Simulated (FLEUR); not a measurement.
# CdSe (Cadmoselite) (P6_3mc) in FLEUR: notebook, part 2 of 3

FLEUR MaX-R8.1 (patched build s14). The steps go on from the part before.

**3. Equation of state, Wu-Cohen GGA, 26.42 Å³/atom (volume scaled by 0.94)**

Changes to inp.xml since step 2:

```diff
@@ -6,3 +6,3 @@
    <calculationSetup>
-      <cutoffs Kmax="3.95" Gmax="12.3" GmaxXC="12.3" numbands="0"/>
+      <cutoffs Kmax="4.07" Gmax="12.6" GmaxXC="12.6" numbands="0"/>
       <scfLoop itmax="60" minDistance="0.00001" maxIterBroyd="15" imix="Anderson" alpha="0.05" precondParam="0.0" spinf="2.0"/>
@@ -24,3 +24,3 @@
       <xi:include xmlns:xi="http://www.w3.org/2001/XInclude" href="sym.xml"> </xi:include>
-      <bulkLattice scale="1.0">
+      <bulkLattice scale="0.9795861087">
          <bravaisMatrix>
@@ -34,3 +34,3 @@
       <species name="Cadmium (Cd)" element="Cd" atomicNumber="48">
-         <mtSphere radius="2.47" gridPoints="817" logIncrement="0.016"/>
+         <mtSphere radius="2.4" gridPoints="817" logIncrement="0.016"/>
          <atomicCutoffs lmax="10" lnonsphr="8"/>
@@ -48,3 +48,3 @@
       <species name="Selenium (Se)" element="Se" atomicNumber="34">
-         <mtSphere radius="2.1" gridPoints="695" logIncrement="0.018"/>
+         <mtSphere radius="2.04" gridPoints="695" logIncrement="0.018"/>
          <atomicCutoffs lmax="8" lnonsphr="6"/>
```

Potentials or basis: all-electron, FLAPW.

The run is started by

```console
$ inpgen -f crystal.txt -profile fastHighL
$ # inp.xml edited to the form shown
$ fleur
```

Log:

```text
Welcome to FLEUR        (www.flapw.de)
      MaX-Release 8.1          (www.max-centre.eu)

 ========== k-point set info ==========
 Selected k-point list: default-1
 k-point list type: mesh
 7 x 7 x 4
 Number of k points: 24

 ------------Calculation Setup---------------------------
 Number of OMP-threads    :            1
 Number of basis functions:          971
 Approximate size of matrices (H+S) per k-point:         0.028 GB
 --------------------------------------------------------
 Iteration:     1   Distance:       6.29306537 me/bohr^3
 Iteration:     2   Distance:       5.69245182 me/bohr^3
 Iteration:     3   Distance:       3.31373179 me/bohr^3
 Iteration:     4   Distance:       1.12696677 me/bohr^3
 Iteration:     5   Distance:       0.87828411 me/bohr^3
 Iteration:     6   Distance:       0.18052540 me/bohr^3
 Iteration:     7   Distance:       0.05851246 me/bohr^3
 Iteration:     8   Distance:       0.05336285 me/bohr^3
 Iteration:     9   Distance:       0.00525076 me/bohr^3
 Iteration:    10   Distance:       0.00302780 me/bohr^3
 Iteration:    11   Distance:       0.00101130 me/bohr^3
 Iteration:    12   Distance:       0.00024492 me/bohr^3
 Iteration:    13   Distance:       0.00017761 me/bohr^3
 Iteration:    14   Distance:       0.00008849 me/bohr^3
 Iteration:    15   Distance:       0.00000816 me/bohr^3

 ********************************************************************
 Run finished successfully
 Stop message:
   all done
 ********************************************************************
```

out.xml (last iteration):

```text
<iteration numberForCurrentRun="   15" overallNumber="   15">
         <energyParameters units="Htr">
            <atomicEP atomType="1" spin="1" branch="5s" branchLowest="-3.57" branchHighest="1.42" value="0.0113318437"/>
            <atomicEP atomType="1" spin="1" branch="5p" branchLowest="-2.13" branchHighest="2.13" value="0.1666744426"/>
            <atomicEP atomType="1" spin="1" branch="4d" branchLowest="-14.14" branchHighest="0.01" value="-0.1153692956"/>
            <atomicEP atomType="1" spin="1" branch="4f" branchLowest="-9.99" branchHighest="2.18" value="0.4793506228"/>
            <loAtomicEP atomType="1" spin="1" branch="4s" branchLowest="-26.63" branchHighest="-3.57" value="-3.5747100606"/>
            <loAtomicEP atomType="1" spin="1" branch="4p" branchLowest="-21.76" branchHighest="-2.13" value="-2.1500601360"/>
            <loAtomicEP atomType="1" spin="1" branch="4p" branchLowest="-21.76" branchHighest="-2.13" value="-2.1500601360"/>
            <loAtomicEP atomType="1" spin="1" branch="4d" branchLowest="-14.14" branchHighest="0.01" value="-0.1253228236"/>
            <loAtomicEP atomType="1" spin="1" branch="4f" branchLowest="-9.99" branchHighest="2.18" value="0.4793487335"/>
            <atomicEP atomType="2" spin="1" branch="4s" branchLowest="-7.44" branchHighest="0.71" value="-0.3570016507"/>
            <atomicEP atomType="2" spin="1" branch="4p" branchLowest="-5.22" branchHighest="1.49" value="-0.0700754244"/>
            <atomicEP atomType="2" spin="1" branch="4d" branchLowest="-1.54" branchHighest="2.84" value="0.1550504478"/>
            <atomicEP atomType="2" spin="1" branch="4f" branchLowest="-9.99" branchHighest="3.75" value="0.3169915650"/>
            <loAtomicEP atomType="2" spin="1" branch="3d" branchLowest="-9.99" branchHighest="-1.54" value="-1.5564552372"/>
            <loAtomicEP atomType="2" spin="1" branch="4s" branchLowest="-7.44" branchHighest="0.71" value="-0.3570016507"/>
            <loAtomicEP atomType="2" spin="1" branch="4p" branchLowest="-5.22" branchHighest="1.49" value="-0.0720725185"/>
            <loAtomicEP atomType="2" spin="1" branch="4f" branchLowest="-9.99" branchHighest="3.75" value="0.3169902582"/>
         </energyParameters>
         <eigenvalues>
            <eigenvaluesAt spin="1" ikpt="1" k_x="0.00000000" k_y="0.00000000" k_z="0.00000000">
                      -3.5747001647       -3.5746997182       -2.1443689458       -2.1443689458       -2.1443665902
                      -2.1443665902       -2.1443048820       -2.1442893620       -1.5560581314       -1.5560581314
                      -1.5560345221       -1.5560345221       -1.5557222156       -1.5556907844       -1.5556672279
                      -1.5556672279       -1.5556177847       -1.5556177847       -0.3158552558       -0.3000071943
                      -0.1370055024       -0.1370055024       -0.1346006326       -0.1346006326       -0.1342755837
                      -0.1211581315       -0.1211581315       -0.1182340727       -0.1182340727       -0.1063983992
                      -0.0094143305        0.1326659974        0.1326659974        0.1612660846        0.1625363005
                       0.1625363005        0.1870845569        0.2379757468        0.3755983108        0.3755983108
                       0.3853176110        0.4192510499        0.4192510499        0.4480390213        0.5049719466
                       0.5086430637        0.5086430637        0.5447299103        0.5656476025        0.5656476026
                       0.5684367530        0.6649330493        0.7154714802        0.7154714802        0.7333062167
            </eigenvaluesAt>
[... 35 lines left out ...]
                       0.3910339890        0.4102223890        0.4319161036        0.4384317900        0.4688588180
                       0.4964416860        0.5557482968        0.5649121752        0.5966450091        0.6082831646
                       0.6160676422        0.6510907532        0.6749490849        0.7048044952        0.7472636825
            </eigenvaluesAt>
         </eigenvalues>
         <bandgap value="0.6679920885" units="eV"/>
         <sumValenceSingleParticleEnergies value="-73.8853171690" units="Htr"/>
         <FermiEnergy value="0.1758527188" units="Htr"/>
         <valenceDensity>
            <mtCharges spin="1">
               <mtCharge atomType="1" total="18.2689384" s="2.4340365" p="6.3173496" d="9.4951502" f="0.0179884"/>
               <mtCharge atomType="2" total="13.4131454" s="1.3198549" p="2.0916125" d="9.9969748" f="0.0036859"/>
            </mtCharges>
            <spinDependentCharge spin="1" total="72.0000000" interstitial="8.6358324" mtSpheres="63.3641676"/>
            <totalCharge value="72.0000000000"/>
         </valenceDensity>
         <coreStates atomType="     1" atomicNumber=" 48" spin="1" kinEnergy="   5642.5038447400" eigValSum="  -3339.0104715156" lostElectrons=" 0.000000">
            <state n="1" l="0" j="0.5" energy="-973.7702807738" weight="1.0000000000"/>
            <state n="2" l="0" j="0.5" energy="-144.2612322559" weight="1.0000000000"/>
            <state n="2" l="1" j="0.5" energy="-134.3056826394" weight="1.0000000000"/>
            <state n="2" l="1" j="1.5" energy="-127.2315121970" weight="2.0000000000"/>
            <state n="3" l="0" j="0.5" energy="-26.6264010912" weight="1.0000000000"/>
            <state n="3" l="1" j="0.5" energy="-22.6338521834" weight="1.0000000000"/>
            <state n="3" l="1" j="1.5" energy="-21.3707344860" weight="2.0000000000"/>
            <state n="3" l="2" j="1.5" energy="-14.2946686431" weight="2.0000000000"/>
            <state n="3" l="2" j="2.5" energy="-14.0379853873" weight="3.0000000000"/>
         </coreStates>
         <coreStates atomType="     2" atomicNumber=" 34" spin="1" kinEnergy="   2279.1371883419" eigValSum="  -1390.4839936351" lostElectrons=" 0.000617">
            <state n="1" l="0" j="0.5" energy="-458.9017118047" weight="1.0000000000"/>
            <state n="2" l="0" j="0.5" energy="-58.6188066049" weight="1.0000000000"/>
            <state n="2" l="1" j="0.5" energy="-52.5642243829" weight="1.0000000000"/>
            <state n="2" l="1" j="1.5" energy="-51.0293122332" weight="2.0000000000"/>
            <state n="3" l="0" j="0.5" energy="-7.4358027063" weight="1.0000000000"/>
            <state n="3" l="1" j="0.5" energy="-5.3649321513" weight="1.0000000000"/>
            <state n="3" l="1" j="1.5" energy="-5.1489473505" weight="2.0000000000"/>
         </coreStates>
         <allElectronCharges>
            <spinDependentCharge spin="1" total="164.0000000" interstitial="8.6370624" mtSpheres="155.3629375"/>
            <totalCharge value="163.9999999926"/>
         </allElectronCharges>
         <totalEnergy                                    value="   -16050.1920829541" units="Htr">
            <sumOfEigenvalues                            value="    -9532.8742474705">
               <coreElectrons value="-9458.9889303015"/>
               <valenceElectrons value="-73.8853171690"/>
            </sumOfEigenvalues>
            <densityCoulombPotentialIntegral value="-25609.6547153754"/>
            <densityEffectivePotentialIntegral value="-26242.1116194790"/>
            <chargeDenXCDenIntegral value="-483.2798030498"/>
            <FockExchangeEnergyValence value="0.0000000000"/>
            <FockExchangeEnergyCore value="0.0000000000"/>
            <atomTypeDependentContributions atomType="1">
               <electronNucleiInteractionDifferentMTs value="13549.5422206884"/>
               <MadelungTerm value="-41.1946861620"/>
            </atomTypeDependentContributions>
            <atomTypeDependentContributions atomType="2">
               <electronNucleiInteractionDifferentMTs value="5836.4871049193"/>
               <MadelungTerm value="-44.0982824553"/>
            </atomTypeDependentContributions>
            <tkbTimesEntropy value="0.0000006672"/>
            <freeEnergy value="-16050.1920836213"/>
            <extrapolationTo0K value="-16050.1920832877"/>
         </totalEnergy>
         <densityConvergence units="me/bohr^3">
            <chargeDensity spin="1" distance="0.0000081595"/>
         </densityConvergence>
      </iteration>
```

Run time: 4.2 min. Hardware: 1 thread of Intel Xeon Platinum 8175M at 2.50GHz (Skylake/Cascade Lake), shared host; peak memory 0.1 GiB.

Results:

* Free energy: -436747.9761 eV
* Band gap on the k mesh: 0.67 eV, direct
* Valence electrons inside the program's atomic spheres: Cd 18.27; Se 13.41 (radii Cd 2.4, Se 2.04 bohr)

Caveat: the plane-wave cutoff is short for the semicore states, which can make moduli rough.

**4. Equation of state, Wu-Cohen GGA, 26.98 Å³/atom (volume scaled by 0.96)**

Changes to inp.xml since step 3:

```diff
@@ -24,3 +24,3 @@
       <xi:include xmlns:xi="http://www.w3.org/2001/XInclude" href="sym.xml"> </xi:include>
-      <bulkLattice scale="0.9795861087">
+      <bulkLattice scale="0.9864848297">
          <bravaisMatrix>
```

The run is started by

```console
$ inpgen -f crystal.txt -profile fastHighL
$ # inp.xml edited to the form shown
$ fleur
```

It took 4.5 min on 1 thread of Intel Xeon Platinum 8175M at 2.50GHz (Skylake/Cascade Lake), shared host; peak memory 0.11 GiB.

The run converged. Its results:

```yaml
Free_energy: -436748.0216 eV
Band_gap_on_the_k_mesh: 0.63 eV, direct
Valence_electrons_inside_the_program's_atomic_spheres: Cd 18.25; Se 13.40 (radii Cd 2.4, Se 2.04 bohr)
```

Caveat: the plane-wave cutoff is short for the semicore states, which can make moduli rough.

**5. Equation of state, Wu-Cohen GGA, 28.10 Å³/atom**

Changes to inp.xml since step 4:

```diff
@@ -24,3 +24,3 @@
       <xi:include xmlns:xi="http://www.w3.org/2001/XInclude" href="sym.xml"> </xi:include>
-      <bulkLattice scale="0.9864848297">
+      <bulkLattice scale="1.0000000000">
          <bravaisMatrix>
```

The run is started by

```console
$ inpgen -f crystal.txt -profile fastHighL
$ # inp.xml edited to the form shown
$ fleur
```

Wall time 4.8 min (1 thread of Intel Xeon Platinum 8175M at 2.50GHz (Skylake/Cascade Lake), shared host); peak memory 0.11 GiB.

The run converged. Its results:

| Quantity | Value |
| --- | --- |
| Free energy | -436748.0596 eV |
| Band gap on the k mesh | 0.55 eV, direct |
| Valence electrons inside the program's atomic spheres | Cd 18.22; Se 13.38 (radii Cd 2.4, Se 2.04 bohr) |

Caveat: the plane-wave cutoff is short for the semicore states, which can make moduli rough.

**6. Equation of state, Wu-Cohen GGA, 29.23 Å³/atom (volume scaled by 1.04)**

Changes to inp.xml since step 5:

```diff
@@ -24,3 +24,3 @@
       <xi:include xmlns:xi="http://www.w3.org/2001/XInclude" href="sym.xml"> </xi:include>
-      <bulkLattice scale="1.0000000000">
+      <bulkLattice scale="1.0131594038">
          <bravaisMatrix>
```

Potentials or basis: all-electron, FLAPW.

The run is started by

```console
$ inpgen -f crystal.txt -profile fastHighL
$ # inp.xml edited to the form shown
$ fleur
```

Run time: 5.5 min. Hardware: 1 thread of Intel Xeon Platinum 8175M at 2.50GHz (Skylake/Cascade Lake), shared host; peak memory 0.11 GiB.

The run converged. Its results:

```
Free energy                                           : -436748.0370 eV
Band gap on the k mesh                                : 0.47 eV, direct
Valence electrons inside the program's atomic spheres : Cd 18.19; Se 13.37 (radii Cd 2.4, Se 2.04 bohr)
```

Caveat: the plane-wave cutoff is short for the semicore states, which can make moduli rough.

**7. Equation of state, Wu-Cohen GGA, 29.79 Å³/atom (volume scaled by 1.06)**

Changes to inp.xml since step 6:

```diff
@@ -24,3 +24,3 @@
       <xi:include xmlns:xi="http://www.w3.org/2001/XInclude" href="sym.xml"> </xi:include>
-      <bulkLattice scale="1.0131594038">
+      <bulkLattice scale="1.0196128224">
          <bravaisMatrix>
```

The run is started by

```console
$ inpgen -f crystal.txt -profile fastHighL
$ # inp.xml edited to the form shown
$ fleur
```

Wall time 6.9 min (1 thread of Intel Xeon Platinum 8175M at 2.50GHz (Skylake/Cascade Lake), shared host); peak memory 0.12 GiB.

The run converged. Its results:

- Free energy: -436748.0082 eV
- Band gap on the k mesh: 0.43 eV, direct
- Valence electrons inside the program's atomic spheres: Cd 18.18; Se 13.36 (radii Cd 2.4, Se 2.04 bohr)

Caveat: the plane-wave cutoff is short for the semicore states, which can make moduli rough.

**8. Equation of state, Wu-Cohen GGA**

Potentials or basis: all-electron, FLAPW.

No new run: the results of the series are fitted here.

What came out:

```yaml
Equilibrium_volume: 28.21 Å³/atom
Bulk_modulus_at_fixed_shape_and_positions: 52 GPa
```

Energy against volume, from the lowest point:
| volume (Å³/atom) | energy (meV/atom) |
| --- | --- |
| 26.416 | 20.86 |
| 26.978 | 9.48 |
| 28.102 | 0.00 |
| 29.227 | 5.63 |
| 29.789 | 12.84 |

Caveat: the plane-wave cutoff is short for the semicore states, which can make moduli rough; the cell was scaled at fixed shape and fractional positions, which overstates the stiffness of a crystal with free parameters, most of all of layers and chains.

(Part 2 of 3 ends here.)
